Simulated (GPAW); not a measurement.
# GaN (P6_3mc) in GPAW: further runs

The runs below take GaN through equation of state, band structure, single point, with LDA, PBEsol, TB-mBJ.

Everything below comes from runs of GPAW 26.7.0. Logs are shortened: lines on timing, memory, paths and dates and some standing lists are left out, and cuts for length are marked. The log counts tension as positive stress, the text compression.

**The experiment to reproduce.**

“Studying electronic properties in GaN without electrical contacts using γ-γ vs e−-γ Perturbed Angular Correlations”, 2019, pmc:6823545 quotes, for a bulk crystal of GaN: band gap 3.503 ± 0.005 eV (direct).

How close the calculation comes is told below.

**1. Starting point**

Symmetry: P6_3mc, No. 186, hexagonal system. The conventional cell has a = 3.180 Å, b = 3.180 Å, c = 5.166 Å, α = 90.00°, β = 90.00°, γ = 120.00°. Around Ga (site symmetry 3m) lie 4 N at 1.94 to 1.95 Å. N (site symmetry 3m) is surrounded by 4 Ga at 1.94 to 1.95 Å.

**2. Equation of state, LDA**

Input file run.py:

```python
from ase import Atoms
from ase.eos import EquationOfState
from ase.io import Trajectory
from ase.units import GPa
from gpaw import GPAW, PW

atoms = Atoms(['Ga', 'Ga', 'N', 'N'],
              cell=[[3.18, 0.0, 0.0],
                    [-1.59, 2.753960784, 0.0],
                    [0.0, 0.0, 5.166]],
              scaled_positions=[[0.6666666667, 0.3333333333, 0.5],
                                [0.3333333333, 0.6666666667, 0.0],
                                [0.6666666667, 0.3333333333, 0.875],
                                [0.3333333333, 0.6666666667, 0.375]],
              pbc=True)

traj = Trajectory('eos.traj', 'w')
volumes, energies = [], []
for x in [0.94, 0.96, 0.98, 1.0, 1.02, 1.04, 1.06]:
    a = atoms.copy()
    a.set_cell(atoms.cell * x**(1 / 3), scale_atoms=True)
    calc = GPAW(mode=PW(800),
                xc='LDA',
                kpts={'size': (8, 8, 4), 'gamma': True},
                occupations={'name': 'fermi-dirac', 'width': 0.05},
                nbands=18,
                convergence={'density': 1e-05, 'energy': 1e-05},
                maxiter=150,
                txt=f'eos-{x:.2f}.txt')
    a.calc = calc
    energies.append(a.get_potential_energy(force_consistent=True))
    volumes.append(a.get_volume())
    p = -a.get_stress()[:3].mean() / GPa
    calc.write(f'eos-{x:.2f}.gpw')
    traj.write(a)
    print(f'{x:.2f} {volumes[-1]:10.4f} A^3 {energies[-1]:14.6f} eV {p:9.3f} GPa', flush=True)

v0, e0, B = EquationOfState(volumes, energies, eos='birchmurnaghan').fit()
print(f'V0 = {v0:.4f} A^3, E0 = {e0:.6f} eV, B0 = {B / GPa:.2f} GPa')
```

Potentials or basis: the program's PAW data sets (release 1.2.1) made for this functional, pw.

Run with:

```bash
$ OMP_NUM_THREADS=1 python run.py
```

Output:

```text
__  _  _
 | _ |_)|_||  |
 |__||  | ||/\| - 26.7.0

Input parameters:
  mode=PW(ecut=800.0),
  convergence={'density': 1e-05, 'energy': 1e-05},
  kpts=MonkhorstPack(size=(8, 8, 4), gamma=True),
  maxiter=150,
  nbands=18,
  occupations=Occupations(name='fermi-dirac', width=0.05),
  xc=XC(name='LDA')

Diagonalizing LCAO Hamiltonian
Converting LCAO to pw mode

           N

           Ga
        N

        Ga

Atoms  # Å, Bohr magnetons
|   | symbol |         x |        y |        z |    initial magnetic moments |
|---|--------|-----------|----------|----------|-----------------------------|
| 0 |     Ga |  1.557542 | 0.899247 | 2.530271 | ( 0.0000,  0.0000,  0.0000) |
| 1 |     Ga | -0.000000 | 1.798494 | 0.000000 | ( 0.0000,  0.0000,  0.0000) |
| 2 |      N |  1.557542 | 0.899247 | 4.427974 | ( 0.0000,  0.0000,  0.0000) |
| 3 |      N | -0.000000 | 1.798494 | 1.897703 | ( 0.0000,  0.0000,  0.0000) |

Unit cell  # Å
| periodic |         x |        y |        z |  lengths |     angles |
|----------|-----------|----------|----------|----------|------------|
|      yes |  3.115084 | 0.000000 | 0.000000 | 3.115084 |  90.000000 |
|      yes | -1.557542 | 2.697742 | 0.000000 | 3.115084 |  90.000000 |
|      yes |  0.000000 | 0.000000 | 5.060542 | 5.060542 | 120.000000 |

Number of symmetries: 6
Symmetry operations  # r_c * U_cc + t_c -> r_c
|   | kind |            matrix            |
|---|------|------------------------------|
| 0 |  σ   |  1, 1, 0,  0,-1, 0,  0, 0, 1 |
| 1 |  E   |  1, 0, 0,  0, 1, 0,  0, 0, 1 |
| 2 |  C3  |  0, 1, 0, -1,-1, 0,  0, 0, 1 |
| 3 |  σ   |  0,-1, 0, -1, 0, 0,  0, 0, 1 |
| 4 |  σ   | -1, 0, 0,  1, 1, 0,  0, 0, 1 |
| 5 |  C3  | -1,-1, 0,  1, 0, 0,  0, 0, 1 |

BZ-sampling:
  Number of BZ points: 256
  Number of IBZ points: 35

  Monkhorst-Pack size: [8, 8, 4]
  Monkhorst-Pack shift: [0.0625, 0.0625, 0.125]

K-points  # in reciprocal-cell coordinates
|     |                                coordinates |     weight |
|-----|--------------------------------------------|------------|
|   0 | (  0.00000000,   0.00000000,   0.00000000) | 0.00390625 |
|   1 | (  0.00000000,   0.00000000,   0.25000000) | 0.00781250 |
|   2 | (  0.00000000,   0.00000000,   0.50000000) | 0.00390625 |
|   3 | (  0.12500000,   0.00000000,  -0.25000000) | 0.02343750 |
|   4 | (  0.12500000,   0.00000000,   0.00000000) | 0.02343750 |
|   5 | (  0.12500000,   0.00000000,   0.25000000) | 0.02343750 |
|   6 | (  0.12500000,   0.00000000,   0.50000000) | 0.02343750 |
|   7 | (  0.25000000,  -0.12500000,   0.00000000) | 0.02343750 |
|   8 | (  0.25000000,  -0.12500000,   0.25000000) | 0.04687500 |
|   9 | (  0.25000000,  -0.12500000,   0.50000000) | 0.02343750 |
| ... |                                            |            |
|  34 | (  0.50000000,   0.50000000,   0.50000000) | 0.01171875 |

Plane wave coefficients: 2203
Cutoff: 800.0 eV

Spin-components: 1 (collinear spins)
Bands:           18
Projectors:      20
Spin-degeneracy: 2
Datatype:        complex128

Parallelization:
  kpt:    1
  domain: 1
  band:   1

Density:
  Valence electrons: 16.0
  Components: 1
  Grid points: [21 21 35]
  Charge: 0.0  # |e|

Potential:
  Grid points: [21 21 35]

species:
  Ga:
    name:    Gallium
    Z:       31.0
    valence: 3
    core:    28
    charge:  0.0  # [|e|]
    compensation charges:
      type: gauss
      rc: 0.37  # [Å]
      lmax: 2
    cutoffs:
      filter: 2.06  # [Å]
      core: 4.17  # [Å]
    projectors
    | kind |    occ | energy [eV] | rcut [Å] |
    |------|--------|-------------|----------|
    |   4s |  2.000 |      -9.167 |    1.164 |
    |   4p |  1.000 |      -2.734 |    1.164 |
    |    s |        |      18.045 |    1.164 |
    |    p |        |      24.478 |    1.164 |
    |    d |        |       0.000 |    1.164 |

    Using partial waves for Ga as LCAO basis

  N:
    name:    Nitrogen
    Z:       7.0
    valence: 5
    core:    2
    charge:  0.0  # [|e|]
    compensation charges:
      type: gauss
      rc: 0.18  # [Å]
      lmax: 2
    cutoffs:
      filter: 1.11  # [Å]
      core: 0.96  # [Å]
    projectors
    | kind |    occ | energy [eV] | rcut [Å] |
    |------|--------|-------------|----------|
    |   2s |  2.000 |     -18.420 |    0.603 |
    |   2p |  3.000 |      -7.237 |    0.529 |
    |    s |        |       8.791 |    0.603 |
    |    p |        |      19.974 |    0.529 |
    |    d |        |       0.000 |    0.577 |

    Using partial waves for N as LCAO basis

Reference energy: -108557.861093  # eV

eigensolver:
  PPCG
  Converge bands: occupied
  niter=2

density mixing:
  MSR1-Mixer
  Pratt-step length: 0.05
  Maximum mixing coefficient: 0.75
  Old densities: 10
  SVD Regularization: 0.005
  Good broyden scale: 1.0
  Trust region scale: 1.0
  Backstep threshold: 4.0
  History deletion threshold: 6.0
  Fourier metric: weight=20.0, sigma=0.015

occupation numbers:
  Fermi-Dirac:
    width: 0.0500  # eV

poisson solver:
  ecut: 6400.0  # eV

xc functional:
  name: None

convergence criteria:
[... 6 lines left out ...]
|iter     | |      energy | eigst |  dens |
|---------|-|-------------|-------|-------|
|iter:   1| |  -31.416896 | -0.12 |       |
|iter:   2| |  -30.426892 | -1.84 | -0.57 |
|iter:   3| |  -27.616550 | -0.53 | -0.63 |
|iter:   4| |  -27.587696 | -2.78 | -1.32 |
|iter:   5| |  -27.578712 | -3.30 | -1.61 |
|iter:   6| |  -27.578673 | -5.52 | -2.82 |
|iter:   7| |  -27.578676c| -6.42 | -3.24 |
|iter:   8| |  -27.578676c| -7.44c| -4.17 |
|iter:   9| |  -27.578676c| -7.54c| -4.47 |
|iter:  10| |  -27.578676c| -8.22c| -5.12c|

Converged in 10 steps
Energy contributions relative to reference atoms: (reference = -108557.861093)

Energy contributions:
  Kinetic:          93.580431
  Coulomb:         -81.563957
  Zero:              0.324183
  External:          0.000000
  Xc:              -39.919334
  Entropy:          -0.000000
  Spinorbit:         0.000000
  ----------------------------
  Free energy:     -27.578676
  Extrapolated:    -27.578676

dipole moment: (-0.000022, -0.000040, -11.311373)  # |e|*Ang

Fermi level: 7.935
Eigenvalues  # (at kpt = [0.000, 0.000, 0.000])
| band index |      eig [eV] | occ [0-2] |
|------------|---------------|-----------|
|          0 |        -9.464 |     2.000 |
|          1 |        -6.739 |     2.000 |
|          2 |        -0.638 |     2.000 |
|          3 |         5.809 |     2.000 |
|          4 |         5.809 |     2.000 |
|          5 |         6.895 |     2.000 |
[... 8 lines left out ...]
|         14 |        19.147 |     0.000 |
|         15 |        19.147 |     0.000 |
|        ... |               |           |
|         17 |        22.583 |     0.000 |

Gap: 2.561 eV
Transition (v -> c):
  (s=0, k=0, n=7, [0.00, 0.00, 0.00]) -> (s=0, k=0, n=8, [0.00, 0.00, 0.00])
No difference between direct/indirect transitions

Stress tensor  # eV/Ang^3
|         x |         y |         z |
|-----------|-----------|-----------|
| -0.117581 |  0.000000 | -0.000000 |
|  0.000000 | -0.117581 |  0.000000 |
| -0.000000 |  0.000000 | -0.135563 |

# Writing to eos-0.94.gpw (mode='')
```

Wall time 3 min (1 thread of Arm Neoverse V2, shared host); peak memory 0.35 GiB.

Results:

```yaml
Equilibrium_volume: 11.51 Å³/atom
Bulk_modulus_at_fixed_shape_and_positions: 214 GPa
Pressure_derivative_of_the_bulk_modulus: 4.6
```

Energy against volume, from the lowest point:
```tsv
volume (Å³/atom)	energy (meV/atom)
10.632	52.40
10.858	27.83
11.084	11.47
11.310	2.43
11.537	0.00
11.763	3.37
11.989	12.09
```

Caveat: the data sets keep Ga 3d, Li 1s and Be 1s frozen, and some such compounds lay over 1.5 % in volume off other programs; the cell was scaled at fixed shape and fractional positions, which overstates the stiffness of a crystal with free parameters, most of all of layers and chains.

**3. Band structure, PBEsol**

Input file run.py:

```python
from ase import Atoms
from ase.dft.bandgap import bandgap
from ase.io import write
from ase.units import GPa
from gpaw import GPAW, PW, setup_paths

setup_paths.insert(0, '.')

atoms = Atoms(['Ga', 'Ga', 'N', 'N'],
              cell=[[3.18, 0.0, 0.0],
                    [-1.59, 2.753960784, 0.0],
                    [0.0, 0.0, 5.166]],
              scaled_positions=[[0.6666666667, 0.3333333333, 0.5],
                                [0.3333333333, 0.6666666667, 0.0],
                                [0.6666666667, 0.3333333333, 0.875],
                                [0.3333333333, 0.6666666667, 0.375]],
              pbc=True)

calc = GPAW(mode=PW(800),
            xc='PBEsol',
            kpts={'size': (8, 8, 4), 'gamma': True},
            occupations={'name': 'fermi-dirac', 'width': 0.05},
            nbands=18,
            convergence={'density': 1e-05, 'energy': 1e-05},
            maxiter=150,
            txt='gpaw.txt')
atoms.calc = calc
energy = atoms.get_potential_energy()
forces = atoms.get_forces()
stress = atoms.get_stress()
calc.write('gs.gpw')
write('result.traj', atoms)
print(f'Energy: {energy:.6f} eV')
print('Forces (eV/A):')
print(forces.round(4))
print('Stress (GPa):', (stress / GPa).round(3))
print('Fermi level:', round(calc.get_fermi_level(), 4), 'eV')
print(f'Gap: {bandgap(calc)[0]:.4f} eV, direct: {bandgap(calc, direct=True)[0]:.4f} eV')

path = atoms.cell.bandpath('GMKGALHA,LM,KH', npoints=100, eps=1e-4)
bs_calc = calc.fixed_density(kpts=path, symmetry='off', nbands=29,
                             convergence={'bands': 'CBM+6.0', 'eigenstates': 1e-6}, txt='bands.txt')
bs = bs_calc.band_structure()
bs.write('bs.json')
print(f'Gap on the path: {bandgap(bs_calc)[0]:.4f} eV')
```

Potentials or basis: PAW data sets generated in the run's folder for this functional, pw.

Run with:

```bash
$ gpaw-setup -f PBEsol Ga N
$ OMP_NUM_THREADS=1 python run.py
```

Wall time 70 s (1 thread of Arm Neoverse V2, shared host); peak memory 0.37 GiB.

It converged, with:

- Free energy: -26.0358 eV
- Pressure: 9.3 GPa
- Largest force: 0.177 eV/Å
- Band gap on the k mesh: 2.03 eV, direct
- Band gap along the path: 2.03 eV, direct

Forces in eV/Å, atoms in the order of the input:
```
Ga   0.000  0.000 -0.177
Ga   0.000  0.000 -0.177
N    0.000  0.000  0.177
N    0.000  0.000  0.177
```

Stress tensor (GPa, compression positive):
```
 8.58  0.00  0.00
 0.00  8.58  0.00
 0.00  0.00 10.76
```

Levels at the corners of the path, in eV from the valence-band top:
```csv
point,band 5,band 6,band 7,band 8,band 9,band 10,band 11,band 12
Γ,-1.07,-0.06,0.00,0.00,2.03,4.34,9.26,9.91
M,-4.30,-2.77,-2.32,-0.98,5.02,5.64,6.06,8.74
K,-5.35,-3.09,-3.09,-2.78,5.03,7.97,7.97,8.39
Γ,-1.07,-0.06,0.00,0.00,2.03,4.34,9.26,9.91
A,-0.55,-0.55,-0.55,-0.55,4.35,4.35,8.54,8.54
L,-1.96,-1.96,-1.94,-1.94,4.39,4.39,7.86,7.86
H,-4.31,-4.31,-1.49,-1.49,6.51,6.51,7.29,7.29
A,-0.55,-0.55,-0.55,-0.55,4.35,4.35,8.54,8.54
L,-1.96,-1.96,-1.94,-1.94,4.39,4.39,7.86,7.86
M,-4.30,-2.77,-2.32,-0.98,5.02,5.64,6.06,8.74
K,-5.35,-3.09,-3.09,-2.78,5.03,7.97,7.97,8.39
H,-4.31,-4.31,-1.49,-1.49,6.51,6.51,7.29,7.29
```

Caveat: the data sets keep Ga 3d, Li 1s and Be 1s frozen, and some such compounds lay over 1.5 % in volume off other programs.

(Part 1 of 2 ends here.)
